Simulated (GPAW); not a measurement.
# TaSi2 (P6_222) in GPAW: reference runs

Aim: a first look at TaSi2 with PBEsol, on the cell as given.

Program: GPAW 26.7.0. These are calculated values, not measurements. Logs are shortened: lines on timing, memory, paths and dates and some standing lists are left out, and cuts for length are marked. The log counts tension as positive stress, the text compression.

## 1. Starting point

It takes space group P6_222 (No. 180, hexagonal). The conventional cell has a = 4.780 Å, b = 4.780 Å, c = 6.564 Å, α = 90.00°, β = 90.00°, γ = 120.00°. Around Ta (site symmetry 222) lie 10 Si at 2.59 to 2.76 Å. Si (site symmetry 2) has 5 Si at 2.59 to 2.76 Å and 5 Ta at 2.59 to 2.76 Å as nearest neighbours.

## 2. Single point, PBEsol

The input, run.py:

```python
from ase import Atoms
from ase.dft.bandgap import bandgap
from ase.io import write
from ase.units import Bohr, GPa
from gpaw import GPAW, PW, setup_paths
from gpaw.elf import elf_from_dft_calculation

setup_paths.insert(0, '.')

atoms = Atoms(['Ta', 'Ta', 'Ta', 'Si', 'Si', 'Si', 'Si', 'Si', 'Si'],
              cell=[[4.78, 0.0, 0.0],
                    [-2.39, 4.1396014301, 0.0],
                    [0.0, 0.0, 6.564]],
              scaled_positions=[[0.0, 0.5, 0.1666666667],
                                [0.5, 0.5, 0.8333333333],
                                [0.5, 0.0, 0.5],
                                [0.3333, 0.16665, 0.1666666667],
                                [0.16665, 0.83335, 0.8333333333],
                                [0.83335, 0.6667, 0.5],
                                [0.6667, 0.83335, 0.1666666667],
                                [0.83335, 0.16665, 0.8333333333],
                                [0.16665, 0.3333, 0.5]],
              pbc=True)

calc = GPAW(mode=PW(600),
            xc='PBEsol',
            kpts={'size': (7, 7, 4), 'gamma': True},
            occupations={'name': 'fermi-dirac', 'width': 0.05},
            nbands=57,
            convergence={'density': 1e-05, 'energy': 1e-05},
            maxiter=150,
            txt='gpaw.txt')
atoms.calc = calc
energy = atoms.get_potential_energy()
forces = atoms.get_forces()
stress = atoms.get_stress()
calc.write('gs.gpw')
write('result.traj', atoms)
print(f'Energy: {energy:.6f} eV')
print('Forces (eV/A):')
print(forces.round(4))
print('Stress (GPa):', (stress / GPa).round(3))
print('Fermi level:', round(calc.get_fermi_level(), 4), 'eV')
print(f'Gap: {bandgap(calc)[0]:.4f} eV, direct: {bandgap(calc, direct=True)[0]:.4f} eV')

# fields on the real-space grid
write('density.cube', atoms, data=calc.get_pseudo_density() * Bohr**3)
write('potential.cube', atoms, data=calc.get_electrostatic_potential())
write('elf.cube', atoms, data=elf_from_dft_calculation(calc).data)
```

Potentials or basis: PAW data sets generated in the run's folder for this functional, pw.

Command:

```bash
gpaw-setup -f PBEsol Si Ta
OMP_NUM_THREADS=1 python run.py
```

gpaw.txt:

```text
__  _  _
 | _ |_)|_||  |
 |__||  | ||/\| - 26.7.0

Input parameters:
  mode=PW(ecut=600.0),
  convergence={'density': 1e-05, 'energy': 1e-05},
  kpts=MonkhorstPack(size=(7, 7, 4), gamma=True),
  maxiter=150,
  nbands=57,
  occupations=Occupations(name='fermi-dirac', width=0.05),
  xc=XC(name='PBEsol')

Diagonalizing LCAO Hamiltonian
Converting LCAO to pw mode

          Si
               Ta
                    Si
                  Si
           Si
                Ta
         Ta
              Si

Atoms  # Å, Bohr magnetons
|   | symbol |         x |        y |        z |    initial magnetic moments |
|---|--------|-----------|----------|----------|-----------------------------|
| 0 |     Ta | -1.195000 | 2.069801 | 1.094000 | ( 0.0000,  0.0000,  0.0000) |
| 1 |     Ta |  1.195000 | 2.069801 | 5.470000 | ( 0.0000,  0.0000,  0.0000) |
| 2 |     Ta |  2.390000 | 0.000000 | 3.282000 | ( 0.0000,  0.0000,  0.0000) |
| 3 |     Si |  1.194881 | 0.689865 | 1.094000 | ( 0.0000,  0.0000,  0.0000) |
| 4 |     Si | -1.195120 | 3.449737 | 5.470000 | ( 0.0000,  0.0000,  0.0000) |
| 5 |     Si |  2.390000 | 2.759872 | 3.282000 | ( 0.0000,  0.0000,  0.0000) |
| 6 |     Si |  1.195119 | 3.449737 | 1.094000 | ( 0.0000,  0.0000,  0.0000) |
| 7 |     Si |  3.585120 | 0.689865 | 5.470000 | ( 0.0000,  0.0000,  0.0000) |
| 8 |     Si |  0.000000 | 1.379729 | 3.282000 | ( 0.0000,  0.0000,  0.0000) |

Unit cell  # Å
| periodic |         x |        y |        z |  lengths |     angles |
|----------|-----------|----------|----------|----------|------------|
|      yes |  4.780000 | 0.000000 | 0.000000 | 4.780000 |  90.000000 |
|      yes | -2.390000 | 4.139601 | 0.000000 | 4.780000 |  90.000000 |
|      yes |  0.000000 | 0.000000 | 6.564000 | 6.564000 | 120.000000 |

Number of symmetries: 4
Symmetry operations  # r_c * U_cc + t_c -> r_c
|   | kind |            matrix            |
|---|------|------------------------------|
| 0 |  E   |  1, 0, 0,  0, 1, 0,  0, 0, 1 |
| 1 |  C2  |  1, 0, 0, -1,-1, 0,  0, 0,-1 |
| 2 |  C2  | -1, 0, 0,  1, 1, 0,  0, 0,-1 |
| 3 |  C2  | -1, 0, 0,  0,-1, 0,  0, 0, 1 |

BZ-sampling:
  Number of BZ points: 196
  Number of IBZ points: 48

  Monkhorst-Pack size: [7, 7, 4]
  Monkhorst-Pack shift: [0.0, 0.0, 0.125]

K-points  # in reciprocal-cell coordinates
|     |                                coordinates |     weight |
|-----|--------------------------------------------|------------|
|   0 | (  0.00000000,   0.00000000,   0.00000000) | 0.00510204 |
|   1 | (  0.00000000,   0.00000000,   0.25000000) | 0.01020408 |
|   2 | (  0.00000000,   0.00000000,   0.50000000) | 0.00510204 |
|   3 | (  0.00000000,   0.14285714,   0.00000000) | 0.01020408 |
|   4 | (  0.00000000,   0.14285714,   0.25000000) | 0.02040816 |
|   5 | (  0.00000000,   0.14285714,   0.50000000) | 0.01020408 |
|   6 | (  0.00000000,   0.28571429,   0.00000000) | 0.01020408 |
|   7 | (  0.00000000,   0.28571429,   0.25000000) | 0.02040816 |
|   8 | (  0.00000000,   0.28571429,   0.50000000) | 0.01020408 |
|   9 | (  0.00000000,   0.42857143,   0.00000000) | 0.01020408 |
| ... |                                            |            |
|  47 | (  0.42857143,   0.42857143,   0.50000000) | 0.02040816 |

Plane wave coefficients: 4370
Cutoff: 600.0 eV

Spin-components: 1 (collinear spins)
Bands:           57
Projectors:      48
Spin-degeneracy: 2
Datatype:        complex128

Parallelization:
  kpt:    1
  domain: 1
  band:   1

Density:
  Valence electrons: 63.0
  Components: 1
  Grid points: [28 28 40]
  Charge: 0.0  # |e|

Potential:
  Grid points: [28 28 40]

species:
  Ta:
    name:    Tantalum
    Z:       73.0
    valence: 13
    core:    60
    charge:  0.0  # [|e|]
    compensation charges:
      type: gauss
      rc: 0.42  # [Å]
      lmax: 2
    cutoffs:
      filter: 2.36  # [Å]
      core: 3.45  # [Å]
    projectors
    | kind |    occ | energy [eV] | rcut [Å] |
    |------|--------|-------------|----------|
    |   5s |  2.000 |     -72.818 |    1.365 |
    |   6s |  2.000 |      -5.457 |    1.365 |
    |   5p |  6.000 |     -39.444 |    1.349 |
    |   6p |  0.000 |      -1.369 |    1.349 |
    |   5d |  3.000 |      -3.632 |    1.307 |
    |    d |        |      23.579 |    1.307 |

    Using partial waves for Ta as LCAO basis

  Si:
    name:    Silicon
    Z:       14.0
    valence: 4
    core:    10
    charge:  0.0  # [|e|]
    compensation charges:
      type: gauss
      rc: 0.33  # [Å]
      lmax: 2
    cutoffs:
      filter: 1.86  # [Å]
      core: 2.06  # [Å]
    projectors
    | kind |    occ | energy [eV] | rcut [Å] |
    |------|--------|-------------|----------|
    |   3s |  2.000 |     -10.768 |    1.058 |
    |   3p |  2.000 |      -4.057 |    1.058 |
    |    s |        |      16.444 |    1.058 |
    |    p |        |      23.155 |    1.058 |
    |    d |        |       0.000 |    1.058 |

    Using partial waves for Si as LCAO basis

Reference energy: -1319368.601188  # eV

eigensolver:
  PPCG
  Converge bands: occupied
  niter=2

density mixing:
  MSR1-Mixer
  Pratt-step length: 0.05
  Maximum mixing coefficient: 0.75
  Old densities: 10
  SVD Regularization: 0.005
  Good broyden scale: 1.0
  Trust region scale: 1.0
  Backstep threshold: 4.0
  History deletion threshold: 6.0
  Fourier metric: weight=20.0, sigma=0.015

occupation numbers:
  Fermi-Dirac:
    width: 0.0500  # eV

poisson solver:
  ecut: 4800.0  # eV

xc functional:
  name: PBEsol with 2 nearest neighbor stencil

convergence criteria:
- Maximum integral of absolute [dens]ity change: 1e-05 electrons / valence electron
- Maximum [total energy] change in last 3 cyles: 1e-05 eV / valence electron
- Maximum integral of absolute [eigenst]ate change: 4e-08 eV^2 / valence electron
maximum number of iterations: 150

SCF iterations
|iter     | |      energy | eigst |  dens |
|---------|-|-------------|-------|-------|
|iter:   1| |  -71.183758 | +0.46 |       |
|iter:   2| |  -71.499272 | -1.53 | -1.20 |
|iter:   3| |  -71.791287 | -1.12 | -1.22 |
|iter:   4| |  -71.308021 | -1.42 | -1.42 |
|iter:   5| |  -71.291061 | -2.40 | -1.77 |
|iter:   6| |  -71.290269 | -3.54 | -2.21 |
|iter:   7| |  -71.290382 | -4.41 | -2.93 |
|iter:   8| |  -71.289887c| -5.06 | -2.96 |
|iter:   9| |  -71.289890c| -6.37 | -3.63 |
|iter:  10| |  -71.289889c| -7.73c| -4.45 |
|iter:  11| |  -71.289889c| -8.16c| -4.94 |
|iter:  12| |  -71.289889c| -8.32c| -5.23c|

Converged in 12 steps
Energy contributions relative to reference atoms: (reference = -1319368.601188)

Energy contributions:
  Kinetic:          65.018618
  Coulomb:         -53.603158
  Zero:             -0.958254
  External:          0.000000
  Xc:              -81.730129
  Entropy:          -0.033932
  Spinorbit:         0.000000
  ----------------------------
  Free energy:     -71.306855
  Extrapolated:    -71.289889

dipole moment: (-8.560230, -14.826757, -0.000040)  # |e|*Ang

Fermi level: 11.437
Eigenvalues  # (at kpt = [0.000, 0.000, 0.000])
| band index |      eig [eV] | occ [0-2] |
|------------|---------------|-----------|
|          0 |       -56.014 |     2.000 |
|        ... |               |           |
|         24 |         8.920 |     2.000 |
|         25 |         8.920 |     2.000 |
|         26 |         8.930 |     2.000 |
|         27 |         8.930 |     2.000 |
|         28 |         9.170 |     2.000 |
|         29 |         9.170 |     2.000 |
[... 8 lines left out ...]
|         38 |        15.412 |     0.000 |
|         39 |        15.412 |     0.000 |
|        ... |               |           |
|         56 |        23.465 |     0.000 |

No gap
No difference between direct/indirect transitions

Forces  # eV/Ang
|        x |        y |        z |
|----------|----------|----------|
|  0.00000 |  0.00000 |  0.00001 |  # Ta   0
|  0.00000 | -0.00000 | -0.00001 |  # Ta   1
|  0.00000 |  0.00000 |  0.00000 |  # Ta   2
| -0.64817 | -0.37422 |  0.00000 |  # Si   3
| -0.64817 |  0.37422 | -0.00000 |  # Si   4
|  0.00000 |  0.74845 |  0.00000 |  # Si   5
|  0.64817 |  0.37422 |  0.00000 |  # Si   6
|  0.64817 | -0.37422 | -0.00000 |  # Si   7
| -0.00000 | -0.74845 |  0.00000 |  # Si   8

Stress tensor  # eV/Ang^3
|        x |        y |         z |
|----------|----------|-----------|
| 0.009480 | 0.000000 |  0.000000 |
| 0.000000 | 0.009480 |  0.000000 |
| 0.000000 | 0.000000 | -0.008876 |

# Writing to gs.gpw (mode='')
```

stdout:

```text
Energy: -71.289889 eV
Forces (eV/A):
[[ 0.      0.      0.    ]
 [ 0.     -0.     -0.    ]
 [ 0.      0.      0.    ]
 [-0.6482 -0.3742  0.    ]
 [-0.6482  0.3742 -0.    ]
 [ 0.      0.7485  0.    ]
 [ 0.6482  0.3742  0.    ]
 [ 0.6482 -0.3742 -0.    ]
 [-0.     -0.7485  0.    ]]
Stress (GPa): [ 1.519  1.519 -1.422  0.     0.     0.   ]
Fermi level: 11.4368 eV
Gap: 0.0000 eV, direct: 0.0000 eV
```

Run time: 4.3 min. Hardware: 1 thread of Arm Neoverse V2, shared host; peak memory 0.44 GiB.

Results:

```
Free energy            : -71.3069 eV
Pressure               : -0.5 GPa
Largest force          : 0.748 eV/Å
Band gap on the k mesh : none (metal or under the smearing width)
```

Forces on the atoms (eV/Å):
```
Ta   0.000  0.000  0.000
Ta   0.000  0.000  0.000
Ta   0.000  0.000  0.000
Si  -0.648 -0.374  0.000
Si  -0.648  0.374  0.000
Si   0.000  0.748  0.000
Si   0.648  0.374  0.000
Si   0.648 -0.374  0.000
Si   0.000 -0.748  0.000
```

Stress tensor (GPa, compression positive):
```
-1.52  0.00  0.00
 0.00 -1.52  0.00
 0.00  0.00  1.42
```

Caveat: the cell's inner coordinates are idealised or old, which leaves forces on the atoms. The run has no spin-orbit coupling, so splittings on Ta are missing.
